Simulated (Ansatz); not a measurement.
# AgBr: the cost of one run

Program: Ansatz 0.2.0. Level of theory: DFT PBE, scalar-relativistic, plane waves, PAW, unless a step names another level. These are calculated values, not measurements.

### 1 The system as given

Symmetry: Fm-3m, No. 225, cubic system. The conventional cell has a = 5.841 Å, b = 5.841 Å, c = 5.841 Å, α = 90.00°, β = 90.00°, γ = 90.00°. Around Ag (site symmetry m-3m) lie 6 Br at 2.92 Å. Br (site symmetry m-3m) has 6 Ag at 2.92 Å as nearest neighbours.

Structure file:

```
Ag Br
1.0
    -2.06543    2.06543    2.91960
     2.06543   -2.06543    2.91960
     2.06543    2.06543   -2.91960
Ag Br
1 1
Direct
  0.50000 0.50000 0.00000
  0.00000 0.00000 0.00000
```

It is the end of an earlier relaxation with the same method, from a generated guess; it needn't be the stable form of this composition. At a tolerance of 0.02 Å it has space group Fm-3m (No. 225); it has 24.91 Å³/atom, an uncorrected energy of -0.32 eV/atom over the elements and, on its mesh, gap 0.69 eV.

### 2 Band edges anywhere in the zone

input.yaml

```yaml
crystal:
  lattice:
    - [-2.0654257768, 2.0654257768, 2.9195965186]
    - [2.0654257768, -2.0654257768, 2.9195965186]
    - [2.0654257768, 2.0654257768, -2.9195965186]
  atoms:
    - { symbol: Ag, position: [0.5, 0.5, 0.0] }
    - { symbol: Br, position: [0.0, 0.0, 0.0] }
basis:
  ecutwfc: 420
kpoints:
  mp_grid: { grid: [10, 10, 10] }
  band_path: { path: [VBM, CBM], npoints: 2 }
hamiltonian:
  xc: pbe
scf:
  occupations: { method: gaussian, width: 0.02 }
output:
  forces: false
  stress: false
  eigenvalues: true
checkpoint:
  read: start.run
  write: ck
  compress: false
  write_wavefunctions: false
  write_every: 100000
```

Run with:

```
> ansatz run input.yaml --threads 1 --pin off --max-ram 2560MiB --backend cpu --events-out ev --progress --plain --runs-dir out
```

**Question.** How long does this run take on 1 thread of Arm Neoverse V2, shared host, and how much memory does it need?

About 5.7 s, with a peak of 0.33 GiB.
